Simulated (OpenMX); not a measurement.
## Sn in OpenMX: convergence with ElectronicTemperature

Input of the first run (ElectronicTemperature 3000 K); the others differ in this setting and in those tied to it:

The input Sn.dat:

```
System.CurrrentDirectory             ./
System.Name                          Sn
DATA.PATH                            ./DFT_DATA13
level.of.stdout                      1
level.of.fileout                     0
Species.Number                       1
<Definition.of.Atomic.Species
  Sn  Sn7.0-s3p2d1           Sn_PBE13
Definition.of.Atomic.Species>

Atoms.Number                         2
Atoms.SpeciesAndCoordinates.Unit     FRAC
<Atoms.SpeciesAndCoordinates
    1  Sn    0.7497110000    0.7492470000    0.7498790000   7.000  7.000
    2  Sn    0.5059700000    0.4987860000    0.4974090000   7.000  7.000
Atoms.SpeciesAndCoordinates>

Atoms.UnitVectors.Unit               Ang
<Atoms.UnitVectors
     0.0000000000    3.2333428000    3.2333428000
     3.2333428000    0.0000000000    3.2333428000
     3.2333428000    3.2333428000    0.0000000000
Atoms.UnitVectors>

scf.XcType                           GGA-PBE
scf.SpinPolarization                 off
scf.ElectronicTemperature            3000.0
scf.energycutoff                     500.0
scf.maxIter                          100
scf.EigenvalueSolver                 band
scf.Kgrid                            5 5 5
scf.Mixing.Type                      rmm-diisk
scf.Init.Mixing.Weight               0.05
scf.Min.Mixing.Weight                0.001
scf.Max.Mixing.Weight                0.3
scf.Mixing.History                   25
scf.Mixing.StartPulay                8
scf.criterion                        1.0e-8
scf.stress.tensor                    on
MD.Type                              nomd
```

Potentials or basis: OpenMX 2013 PBE set, Sn7.0-s3p2d1, grid cutoff 500 Ry.

Launch:

```console
$ openmx Sn.dat -nt 1 > Sn.std
```

The cell isn't the ideal one: atoms moved at random, drawn with an rms of 0.02 Å.

This isn't the form of Sn at room conditions, which is tetragonal (white tin).

Hardware: 1 thread of Arm Neoverse V2 (shared host).

**Question.** The values tried are 3000 K, 2000 K, 1200 K, 800 K, 500 K, 300 K, 150 K, 75 K, loosest first. From which on does the energy stay within 1 meV/atom of the tightest run that finished?

**Answer.** From 2000 K on.

```tsv
ElectronicTemperature	energy less the tightest run, at zero smearing (meV/atom)	pressure (GPa)	largest force (eV/Å)	SCF cycles	CPU time (s)	peak memory (GiB)
3000 K	1.69	3.31	0.236	15	23	0.61
2000 K	-0.87	3.44	0.237	16	24	0.61
1200 K	-0.61	3.63	0.239	15	23	0.61
800 K	-0.37	3.80	0.241	16	24	0.61
500 K	-0.22	3.95	0.244	18	25	0.61
300 K	-0.07	4.00	0.240	17	24	0.61
150 K	0.01	4.01	0.227	17	24	0.61
75 K	0.00	4.02	0.217	16	23	0.61
```

Against the tightest run, the pressure stays within 0.1 GPa from 500 K on. Not settled before the last step: the largest force (to 0.005 eV/Å). The tightest run that finished is the yardstick and may itself not be fully converged.

Caveat, for the tightest run too: the basis of atomic orbitals isn't converged, which shifts pressures, moduli and gaps.
